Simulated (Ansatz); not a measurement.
`C1COC1` → acetone  (isomerisation)

Program: Ansatz. Geometries: PBE0-D4/def2-TZVP. ΔE: electronic, gas phase. CCSD(T)/CBS is the MP2 limit (def2-TZVPP, def2-QZVPP) plus CCSD(T) − MP2 in def2-TZVPP, frozen cores. Functionals use def2-TZVPP. B3LYP here is the variant with VWN-RPA as its local correlation; programs differ in this. HSE06 is defined as in plane-wave codes.

CCSD(T)/CBS gives -1.35 eV.

(1) Another level gave -1.45 eV. Which?
A. CCSD/def2-TZVPP
B. B3LYP/def2-TZVPP
C. HSE06-D4/def2-TZVPP
D. BHLYP/def2-TZVPP

Largest T1 diagnostic among the species: 0.013.

## Answers

(1) B. B3LYP -1.45, HSE06-D4 -1.27, CCSD/def2-TZVPP -1.32, BHLYP -1.40 eV.

From r2SCAN to r2SCAN0 (25 % exact exchange), in def2-TZVPP and without D4, ΔE moves by +0.08 eV. Leaving LDA and LC-ωPBE aside and taking each functional with its dispersion term where it has one, the values, not all of them listed here, spread over 0.25 eV, from BLYP-D4 to PBE-QIDH. LDA lies +0.16 eV from PBE without D4.

CCSD(T)/CBS has its own doubt, a few kJ/mol and more with outer-core shells, so smaller differences from it don't rank the levels.
